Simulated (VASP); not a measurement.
# Pd (P6_3/mmc) in VASP: settings compared

One crystal, Pd, is run at these levels: PBE, r2SCAN; tasks: single point, relaxation of cell and atoms.

Program: VASP 6.6.1. These are calculated values, not measurements. Logs are shortened: lines on timing, memory, paths and dates and some standing lists are left out, and cuts for length are marked.

### 1 Starting point

Symmetry: P6_3/mmc, No. 194, hexagonal system. The conventional cell has a = 2.769 Å, b = 2.769 Å, c = 4.637 Å, α = 90.00°, β = 90.00°, γ = 120.00°. Pd (site symmetry -6m2) is surrounded by 12 Pd at 2.77 to 2.82 Å.

The cell was built by a generator and needn't be a form met in nature.

### 2 Single point, PBE

File INCAR:

```
SYSTEM = Pd
  PREC = Accurate
  ENCUT = 520
  EDIFF = 1E-6
  ISMEAR = 0
  SIGMA = 0.05
  LREAL = .False.
  LASPH = .True.
  NELM = 100
  ALGO = Fast
  ISIF = 2
  LWAVE = .False.
  LCHARG = .False.
  GGA = PE
  NBANDS = 17
```

File KPOINTS:

```
Automatic mesh
0
Gamma
  8 8 4
  0 0 0
```

File POSCAR:

```
Pd
1.0
    2.7690414778      0.0000000000      0.0000000000
   -1.3845207389      2.3980602639      0.0000000000
    0.0000000000      0.0000000000      4.6367740003
Pd
2
Direct
    0.3333333333      0.6666666667      0.7500000000
    0.6666666667      0.3333333333      0.2500000000
```

Potentials or basis: VASP PAW PBE potentials, release 64 (Pd).

Command:

```
$ cat potpaw_PBE.64/Pd/POTCAR > POTCAR
$ mpirun -np 1 vasp_std > vasp.out
```

OUTCAR:

```text
SYSTEM = Pd
   PREC = Accurate
   ENCUT = 520
   EDIFF = 1E-6
   ISMEAR = 0
   LREAL = .False.
   LASPH = .True.
   NELM = 100
   ISIF = 2
   GGA = PE

 ion  position               nearest neighbor table
   1  0.333  0.667  0.750-   2 2.82   2 2.82   2 2.82   2 2.82   2 2.82   2 2.82
   2  0.667  0.333  0.250-   1 2.82   1 2.82   1 2.82   1 2.82   1 2.82   1 2.82

  LATTYP: Found a hexagonal cell.
 ALAT       =     2.7690414778
 C/A-ratio  =     1.6745050724

  Lattice vectors:

 A1 = (   2.7690414778,   0.0000000000,   0.0000000000)
 A2 = (  -1.3845207389,   2.3980602639,   0.0000000000)
 A3 = (   0.0000000000,   0.0000000000,   4.6367740003)

Analysis of symmetry for initial positions (statically):
=====================================================================
 Subroutine PRICEL returns:
 Original cell was already a primitive cell.

 Routine SETGRP: Setting up the symmetry group for a
 hexagonal supercell.

 Subroutine GETGRP returns: Found 24 space group operations
 (whereof 12 operations were pure point group operations)
 out of a pool of 24 trial point group operations.

The static configuration has the point symmetry D_3d.
 The point group associated with its full space group is D_6h.

Analysis of symmetry for dynamics (positions and initial velocities):
=====================================================================
 Subroutine PRICEL returns:
 Original cell was already a primitive cell.

 Routine SETGRP: Setting up the symmetry group for a
 hexagonal supercell.

 Subroutine GETGRP returns: Found 24 space group operations
 (whereof 12 operations were pure point group operations)
 out of a pool of 24 trial point group operations.

The dynamic configuration has the point symmetry D_3d.
 The point group associated with its full space group is D_6h.

 Subroutine INISYM returns: Found 24 space group operations
 (whereof 12 operations are pure point group operations),
 and found     1 'primitive' translations

----------------------------------------------------------------------------------------

                                     Primitive cell

  volume of cell :      30.7897

  direct lattice vectors                    reciprocal lattice vectors
     2.769041478  0.000000000  0.000000000     0.361135797  0.208501849  0.000000000
    -1.384520739  2.398060264  0.000000000     0.000000000  0.417003699  0.000000000
     0.000000000  0.000000000  4.636774000     0.000000000  0.000000000  0.215667186
[... 79 lines left out ...]
   LNONCOLLINEAR =      F non collinear calculations
   LSORBIT =      F    spin-orbit coupling
   LASPH  =      T    aspherical Exc in radial PAW
   ENCUT  =  520.0 eV  38.22 Ry    6.18 a.u.   5.15  5.15  8.62*2*pi/ulx,y,z
   NELM   =    100;   NELMIN=  2; NELMDL= -5     # of ELM steps
   EDIFF  = 0.1E-05   stopping-criterion for ELM
   LREAL  =      F    real-space projection
   EDIFFG = 0.1E-04   stopping-criterion for IOM
   NSW    =      0    number of steps for IOM
   IBRION =     -1    ionic relax: 0-MD 1-quasi-New 2-CG
   NFREE  =      0    steps in history (QN), initial steepest desc. (CG)
   ISIF   =      2    stress and relaxation
   ISYM   =      2    0-nonsym 1-usesym 2-fastsym
   POTIM  = 0.5000    time-step for ionic-motion
   TEBEG  =    0.0;   TEEND  =   0.0 temperature during run
   PSTRESS=    0.0 pullay stress
   NELECT =      20.0000    total number of electrons
   NUPDOWN=      -1.0000    fix difference up-down
   EMIN   =  10.00;   EMAX   =-10.00  energy-range for DOS
   EFERMI =   0.00;   METHOD = LEGACY
   ISMEAR =     0;   SIGMA  =   0.05  broadening in eV -4-tet -1-fermi 0-gaus
   EFERMI_NEDOS =   21; number of points for ismear=-14 and -15
   IALGO  =     68    algorithm
   IMIX   =      4    mixing-type and parameters
     AMIX     =   0.40;   BMIX     =  1.00
     AMIX_MAG =   1.60;   BMIX_MAG =  1.00
  volume/ion in A,a.u.               =      15.39       103.89
  Fermi-wavevector in a.u.,A,eV,Ry     =   1.417804  2.679262 27.350016  2.010169
  Thomas-Fermi vector in A             =   2.538996
   LORBIT       =      0    0 simple, 1 ext, 2 COOP (PROOUT), +10 PAW based schemes
   GGA     = PE    functional components
   LHFCALC =     F    Hartree Fock is set to
   AEXX    =    0.0000 exact exchange contribution
   IVDW    =     0    specifies the selected vdW correction
   LEPSILON=     F    determine dielectric tensor
   LRPA    =     F    only Hartree local field effects (RPA)
 non-spin polarized calculation
 RMM-DIIS sequential band-by-band and
 Gauss-broadening in eV      SIGMA  =   0.05
  energy-cutoff  :      520.00
  volume of cell :       30.79
 maximum number of plane-waves:       843
 NGX is ok and might be reduce to    24
   NGX = 11   NGY = 11   NGZ = 17

 number of electron      20.0000006 magnetization

 Free energy of the ion-electron system (eV)
  ---------------------------------------------------
  ext. energy  EPLUGINS =         0.00000000
  ---------------------------------------------------
  free energy    TOTEN  =       -10.34679480 eV

  energy without entropy =      -10.33984527  energy(sigma->0) =      -10.34332004

 E-fermi :   9.0892     XC(G=0): -12.9164

 val. band max:        9.0667918443   @ k =   0.3750   0.1250   0.0000
 cond. band min:       9.0908556791   @ k =   0.3750  -0.0000   0.0000
 fundamental gap:      0.0240638348
 Fermi energy:         9.0892021494

 k-point     1 :       0.0000    0.0000    0.0000
  band No.  band energies     occupation
      1       2.2642      2.00000
      2       4.0966      2.00000
      3       6.3081      2.00000
      4       6.5114      2.00000
      5       6.5114      2.00000
      6       6.8340      2.00000
[... 457 lines left out ...]
      4       5.3262      2.00000
      5       7.6524      2.00000
      6       7.6524      2.00000
[... 9 lines left out ...]
     16      24.8042      0.00000
     17      26.5774      0.00000

 [... further k-points ...]
[... 5 lines left out ...]
  --------------------------------------------------------------------------------------
  -------------------------------------------------------------------------------------
  Total       -0.0460086     -0.0460086     -0.0353875      0.0000000      0.0000000      0.0000000
  in kB       -2.3941102     -2.3941102     -1.8414293      0.0000000      0.0000000      0.0000000
  external PRESSURE =      -2.2098832 kB  Pullay stress =       0.0000000 kB

 VOLUME and BASIS-vectors are now :
 -----------------------------------------------------------------------------
  energy-cutoff  :      520.00
  volume of cell :       30.79
      direct lattice vectors                 reciprocal lattice vectors
     2.769041478  0.000000000  0.000000000     0.361135797  0.208501849  0.000000000
    -1.384520739  2.398060264  0.000000000     0.000000000  0.417003699  0.000000000
     0.000000000  0.000000000  4.636774000     0.000000000  0.000000000  0.215667186

 POSITION                                       TOTAL-FORCE (eV/Angst)
 -----------------------------------------------------------------------------------
     -0.00000      1.59871      3.47758         0.000000      0.000000      0.000000
      1.38452      0.79935      1.15919        -0.000000      0.000000      0.000000
 -----------------------------------------------------------------------------------
    total drift:                               -0.000000      0.000000     -0.000000

  FREE ENERGIE OF THE ION-ELECTRON SYSTEM (eV)
  ---------------------------------------------------
  free  energy   TOTEN  =       -10.3467948031 eV

  energy  without entropy=      -10.3398452693  energy(sigma->0) =      -10.34332004
```

OSZICAR:

```text
N       E                     dE             d eps       ncg     rms          rms(c)
DAV:   1     0.106421253771E+03    0.10642E+03   -0.10292E+04  1020   0.115E+03
DAV:   2    -0.910277073072E+01   -0.11552E+03   -0.10944E+03  1071   0.253E+02
DAV:   3    -0.108561333841E+02   -0.17534E+01   -0.17331E+01  1242   0.340E+01
DAV:   4    -0.108670768015E+02   -0.10943E-01   -0.10942E-01  1201   0.262E+00
DAV:   5    -0.108672462876E+02   -0.16949E-03   -0.16948E-03  1221   0.345E-01    0.980E+00
RMM:   6    -0.103685208672E+02    0.49873E+00   -0.10352E+00  1022   0.831E+00    0.481E+00
RMM:   7    -0.103520283870E+02    0.16492E-01   -0.20733E-02  1079   0.126E+00    0.243E+00
RMM:   8    -0.103468266743E+02    0.52017E-02   -0.28667E-03  1084   0.431E-01    0.121E-01
RMM:   9    -0.103467833843E+02    0.43290E-04   -0.46451E-04  1203   0.169E-01    0.516E-02
RMM:  10    -0.103467900537E+02   -0.66694E-05   -0.10030E-04  1196   0.690E-02    0.177E-02
RMM:  11    -0.103467940367E+02   -0.39830E-05   -0.30688E-05  1171   0.331E-02    0.139E-02
RMM:  12    -0.103467949709E+02   -0.93413E-06   -0.11208E-05  1087   0.254E-02    0.429E-03
RMM:  13    -0.103467948031E+02    0.16781E-06   -0.27869E-06   777   0.999E-03
   1 F= -.10346795E+02 E0= -.10343320E+02  d E =-.694953E-02
```

Wall time 11 s (1 thread of AMD EPYC 9R14 (Zen 4), shared host); peak memory 0.12 GiB.

What came out:

```yaml
Free_energy: -10.3468 eV
Pressure: -0.2 GPa
Band_gap_on_the_k_mesh: none (metal or under the smearing width)
```

### 3 Relaxation of cell and atoms, PBE

This run uses another cell than the first one, of 14.72 Å³/atom, 0.956 times its volume.

File INCAR:

```
  ALGO = Normal
  EDIFF = 1E-7
  EDIFFG = -0.03
  ENCUT = 600
  GGA = PE
  IBRION = 2
  ISIF = 3
  ISMEAR = 0
  LASPH = True
  LCHARG = False
  LREAL = False
  LWAVE = False
  NELM = 100
  NSW = 80
  PREC = Accurate
  SIGMA = 0.05
```

File KPOINTS:

```
k-points
0
Gamma
  8 8 4
```

File POSCAR:

```
Pd
1.0
    2.7504564485      0.0000000000      0.0000000000
   -1.3752282243      2.3819651564      0.0000000000
    0.0000000000      0.0000000000      4.4924121993
Pd
2
Direct
    0.3333333333      0.6666666667      0.7500000000
    0.6666666667      0.3333333333      0.2500000000
```

Potentials or basis: VASP PAW PBE potentials, release 64 (Pd).

Command:

```
$ cat potpaw_PBE.64/Pd/POTCAR > POTCAR
$ mpirun -np 1 vasp_std > vasp.out
```

Wall time 36 s (1 thread of AMD EPYC 9R14 (Zen 4), shared host); peak memory 0.13 GiB.

It converged, with:

```yaml
Free_energy: -10.3460 eV
Relaxed_volume: 15.36 Å³/atom
Relaxed_cell: a = 2.768 Å, b = 2.768 Å, c = 4.629 Å, α = 90.00°, β = 90.00°, γ = 120.00°
Space_group_after_relaxing_to_0.05_Å: P6_3/mmc (No. 194)
Energy_gained_by_relaxing: 18.4 meV/atom
Ionic_steps: 6
Pressure_after_relaxing: 0.1 GPa
Band_gap_on_the_k_mesh: none (metal or under the smearing width)
```

Stress tensor (GPa, compression positive):
```
0.02 0.00 0.00
0.00 0.02 0.00
0.00 0.00 0.23
```

The path:
```
step  energy change (eV)  largest force (eV/Å)  pressure (GPa)  volume (Å³)
   1              0.0000                0.0000            8.11        29.43
   2              0.0215                0.0000           -8.61        32.72
   3             -0.0337                0.0000           -0.36        30.79
   4             -0.0337                0.0000           -0.21        30.77
   5             -0.0362                0.0000           -0.06        30.74
   6             -0.0367                0.0000            0.09        30.72
```

Final structure:
```yaml
crystal:
  lattice:
    - [2.76806, 0.00000, 0.00000]
    - [-1.38403, 2.39721, 0.00000]
    - [0.00000, 0.00000, 4.62905]
  atoms:
    - { symbol: Pd, position: [0.33333, 0.66667, 0.75000] }
    - { symbol: Pd, position: [0.66667, 0.33333, 0.25000] }
```

Levels at points of the mesh, in eV from the Fermi level:
```tsv
k point	band 6	band 7	band 8	band 9	band 10	band 11	band 12	band 13	band 14
(0.00, 0.00, 0.00)	-2.26	-2.26	-1.55	-1.55	-0.22	-0.22	0.90	6.65	17.12
(0.50, 0.00, 0.00)	-2.03	-1.64	0.01	0.02	0.19	2.56	4.45	9.45	9.74
(0.00, 0.00, 0.50)	-2.62	-2.62	-2.62	-0.66	-0.66	-0.66	-0.66	13.68	13.68
(0.50, 0.00, 0.50)	-1.44	-0.43	-0.43	0.12	0.12	2.66	2.66	7.99	7.99
```

### 4 Single point, r2SCAN

This run uses another cell than the first one, of 14.99 Å³/atom, 0.974 times its volume.

File POSCAR:

```
Pd
1.0
    2.7355981508      0.0000000000      0.0000000000
   -1.3677990754      2.3690974931      0.0000000000
    0.0000000000      0.0000000000      4.6265096411
Pd
2
Direct
    0.3333333333      0.6666666667      0.7500000000
    0.6666666667      0.3333333333      0.2500000000
```

File INCAR.step1:

```
  PREC = Accurate
  ENCUT = 520
  ISMEAR = 0
  SIGMA = 0.05
  LREAL = F
  LASPH = T
  NELM = 100
  NBANDS = 17
  GGA = PE
  ALGO = Normal
  EDIFF = 1E-4
  LWAVE = T
  LCHARG = F
```

File INCAR.step2:

```
  PREC = Accurate
  ENCUT = 520
  EDIFF = 1E-6
  ISMEAR = 0
  SIGMA = 0.05
  LREAL = F
  LASPH = T
  NELM = 100
  ALGO = Normal
  ISIF = 2
  LWAVE = F
  LCHARG = T
  METAGGA = R2SCAN
  LMIXTAU = T
  LELF = T
  LVHAR = T
  NBANDS = 17
  ISTART = 1
```

File KPOINTS:

```
Automatic mesh
0
Gamma
  18 18 10
```

Potentials or basis: VASP PAW PBE potentials, release 64 (Pd).

Command:

```
$ cat potpaw_PBE.64/Pd/POTCAR > POTCAR
$ cp INCAR.step1 INCAR
$ mpirun -np 1 vasp_std > vasp.out
$ cp INCAR.step2 INCAR
$ mpirun -np 1 vasp_std > vasp.out
```

OUTCAR:

```text
PREC = Accurate
   ENCUT = 520
   EDIFF = 1E-6
   ISMEAR = 0
   LREAL = F
   LASPH = T
   NELM = 100
   ISIF = 2
   METAGGA = R2SCAN
   ISTART = 1

 ion  position               nearest neighbor table
   1  0.333  0.667  0.750-   2 2.80   2 2.80   2 2.80   2 2.80   2 2.80   2 2.80
   2  0.667  0.333  0.250-   1 2.80   1 2.80   1 2.80   1 2.80   1 2.80   1 2.80

  LATTYP: Found a hexagonal cell.
 ALAT       =     2.7355981508
 C/A-ratio  =     1.6912241441

  Lattice vectors:

 A1 = (   2.7355981508,   0.0000000000,   0.0000000000)
 A2 = (  -1.3677990754,   2.3690974931,   0.0000000000)
 A3 = (   0.0000000000,   0.0000000000,   4.6265096411)

Analysis of symmetry for initial positions (statically):
=====================================================================
 Subroutine PRICEL returns:
 Original cell was already a primitive cell.

 Routine SETGRP: Setting up the symmetry group for a
 hexagonal supercell.

 Subroutine GETGRP returns: Found 24 space group operations
 (whereof 12 operations were pure point group operations)
 out of a pool of 24 trial point group operations.

The static configuration has the point symmetry D_3d.
[... 157 lines left out ...]
  ext. energy  EPLUGINS =         0.00000000
  ---------------------------------------------------
  free energy    TOTEN  =       -45.82599169 eV

  energy without entropy =      -45.81978663  energy(sigma->0) =      -45.82288916

 E-fermi :   9.3447     XC(G=0): -14.0041

 val. band max:        9.3446040992   @ k =   0.1667   0.0556   0.5000
 cond. band min:       9.3491430855   @ k =   0.3333   0.1667   0.5000
 fundamental gap:      0.0045389863
 Fermi energy:         9.3446691915

 k-point     1 :       0.0000    0.0000    0.0000
  band No.  band energies     occupation
      1       2.2825      2.00000
      2       4.0241      2.00000
      3       6.3081      2.00000
      4       6.5734      2.00000
      5       6.5734      2.00000
      6       6.9060      2.00000
[... 457 lines left out ...]
      4       6.5273      2.00000
      5       6.8018      2.00000
      6       7.1267      2.00000
[... 9 lines left out ...]
     16      23.8759      0.00000
     17      24.1680      0.00000

 [... further k-points ...]
[... 5 lines left out ...]
  --------------------------------------------------------------------------------------
  -------------------------------------------------------------------------------------
  Total        0.1311355      0.1311355      0.1066819     -0.0000000      0.0000000      0.0000000
  in kB        7.0071605      7.0071605      5.7004953     -0.0000000      0.0000000      0.0000000
  external PRESSURE =       6.5716054 kB  Pullay stress =       0.0000000 kB

 VOLUME and BASIS-vectors are now :
 -----------------------------------------------------------------------------
  energy-cutoff  :      520.00
  volume of cell :       29.98
      direct lattice vectors                 reciprocal lattice vectors
     2.735598151  0.000000000  0.000000000     0.365550766  0.211050833  0.000000000
    -1.367799075  2.369097493  0.000000000     0.000000000  0.422101667  0.000000000
     0.000000000  0.000000000  4.626509641     0.000000000  0.000000000  0.216145664

 POSITION                                       TOTAL-FORCE (eV/Angst)
 -----------------------------------------------------------------------------------
     -0.00000      1.57940      3.46988         0.000000     -0.000000      0.000000
      1.36780      0.78970      1.15663        -0.000000      0.000000      0.000000
 -----------------------------------------------------------------------------------
    total drift:                                0.000000     -0.000000      0.000000

  FREE ENERGIE OF THE ION-ELECTRON SYSTEM (eV)
  ---------------------------------------------------
  free  energy   TOTEN  =       -45.8259916903 eV

  energy  without entropy=      -45.8197866254  energy(sigma->0) =      -45.82288916
```

OUTCAR.step1:

```text
PREC = Accurate
   ENCUT = 520
   ISMEAR = 0
   LREAL = F
   LASPH = T
[... 704 lines left out ...]
 -----------------------------------------------------------------------------------
     -0.00000      1.57940      3.46988         0.000000      0.000000      0.000000
      1.36780      0.78970      1.15663        -0.000000     -0.000000      0.000000
 -----------------------------------------------------------------------------------
    total drift:                                0.000000     -0.000000      0.000000

  FREE ENERGIE OF THE ION-ELECTRON SYSTEM (eV)
  ---------------------------------------------------
  free  energy   TOTEN  =       -10.3614483125 eV

  energy  without entropy=      -10.3544289337  energy(sigma->0) =      -10.35793862
```

OSZICAR.step1:

```text
N       E                     dE             d eps       ncg     rms          rms(c)
DAV:   1     0.108136065013E+03    0.10814E+03   -0.10499E+04  7564   0.116E+03
DAV:   2    -0.913913438704E+01   -0.11728E+03   -0.11086E+03  7776   0.254E+02
DAV:   3    -0.108920844703E+02   -0.17530E+01   -0.17368E+01  9162   0.344E+01
DAV:   4    -0.109030072544E+02   -0.10923E-01   -0.10921E-01  8995   0.259E+00
DAV:   5    -0.109031735621E+02   -0.16631E-03   -0.16631E-03  9063   0.343E-01    0.106E+01
DAV:   6    -0.103881775845E+02    0.51500E+00   -0.10859E+00  7986   0.109E+01    0.520E+00
DAV:   7    -0.103672485006E+02    0.20929E-01   -0.12212E-02  8936   0.993E-01    0.253E+00
DAV:   8    -0.103614675862E+02    0.57809E-02   -0.20922E-03  8135   0.339E-01    0.944E-02
DAV:   9    -0.103614483125E+02    0.19274E-04   -0.45182E-05  5649   0.653E-02
   1 F= -.10361448E+02 E0= -.10357939E+02  d E =-.701938E-02
```

It took 4.2 min on 1 thread of AMD EPYC 9R14 (Zen 4), shared host; peak memory 0.19 GiB.

What came out:

```yaml
Free_energy: -45.8260 eV
Pressure: 0.7 GPa
Band_gap_on_the_k_mesh: none (metal or under the smearing width)
```

Stress tensor (GPa, compression positive):
```
0.70 0.00 0.00
0.00 0.70 0.00
0.00 0.00 0.57
```

Caveat: the PAW data sets were made with another functional, which shifts forces and pressure a little.

### 5 The runs side by side

| task | level | cell | k mesh | cutoff (eV) | gap on the mesh (eV) | pressure (GPa) |
| --- | --- | --- | --- | --- | --- | --- |
| single point | PBE | P6_3/mmc, 15.39 Å³/atom | 8 × 8 × 4 | 520 | none | -0.2 |
| relaxation of cell and atoms | PBE | relaxed | 8 × 8 × 4 | 600 | none | 0.1 |
| single point | r2SCAN | P6_3/mmc, 14.99 Å³/atom | 18 × 18 × 10 | 520 | none | 0.7 |

Alike in all rows: potentials or basis VASP PAW PBE potentials, release 64 (Pd); no spin polarisation; smearing gaussian 0.05 eV.

Caveats: the PAW data sets were made with another functional, which shifts forces and pressure a little (some runs).

Absolute energies hang on the potentials; compare differences alone.
